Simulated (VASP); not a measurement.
Write the native input for VASP 6.6.1 that does the following.

| Property | Result |
| --- | --- |
| Task | single point |
| Functional | r2SCAN |
| Potentials or basis | VASP PAW PBE potentials, release 64 (Mg, Si) |
| Cutoff | 520 eV |
| k mesh | 16 × 16 × 12 |
| Occupations | gaussian, width 0.15 eV |
| Spin | no spin polarisation |
| Dipole correction | no |
| Further INCAR settings | ALGO = Normal; EDIFF = 1e-06; NBANDS = 10 |

The system is MgSi.

```
Mg Si
1.0
     2.82114    0.00000    0.00000
     0.00000    2.82114    0.00000
     0.00000    0.00000    3.98032
Mg Si
1 1
Cartesian
  0.0000 0.0000 0.0000
  1.4106 1.4106 1.9902
```

The cell comes from a database or a generator and needn't be the stable form of this composition.

The cell isn't the ideal one: strain -0.030 along x and y, -0.030 along z, atoms carried along.

The input as run:

POSCAR

```
MgSi
1.0
    2.8211421800      0.0000000000      0.0000000000
    0.0000000000      2.8211421800      0.0000000000
    0.0000000000      0.0000000000      3.9803241900
Mg Si
1 1
Direct
    0.0000000000      0.0000000000      0.0000000000
    0.5000000000      0.5000000000      0.5000000000
```

INCAR.step1

```
SYSTEM = MgSi
  ALGO = Normal
  EDIFF = 1E-4
  ENCUT = 520
  GGA = PE
  ISMEAR = 0
  LASPH = .True.
  LCHARG = .False.
  LREAL = .False.
  LWAVE = .True.
  NBANDS = 10
  NELM = 100
  PREC = Accurate
  SIGMA = 0.15
```

INCAR.step2

```
SYSTEM = MgSi
  ALGO = Normal
  EDIFF = 1E-6
  ENCUT = 520
  ISIF = 2
  ISMEAR = 0
  ISTART = 1
  LASPH = .True.
  LCHARG = .False.
  LMIXTAU = .True.
  LREAL = .False.
  LWAVE = .False.
  METAGGA = R2SCAN
  NBANDS = 10
  NELM = 100
  PREC = Accurate
  SIGMA = 0.15
```

KPOINTS

```
k-points
0
Gamma
  16 16 12
  0 0 0
```

Potentials or basis: VASP PAW PBE potentials, release 64 (Mg, Si).

The run is started by

```bash
$ cat potpaw_PBE.64/Mg/POTCAR potpaw_PBE.64/Si/POTCAR > POTCAR
$ cp INCAR.step1 INCAR
$ mpirun -np 1 vasp_std > vasp.out
$ cp INCAR.step2 INCAR
$ mpirun -np 1 vasp_std > vasp.out
```

It gave:

* Pressure: 5.2 GPa
* Band gap on the k mesh: none (metal or under the smearing width)

Caveat: the PAW data sets were made with another functional, which shifts forces and pressure a little.

Run time: 76 s on 1 thread of Intel(R) Xeon(R) 6975P-C (Granite Rapids) (shared host), peak memory 0.24 GiB.
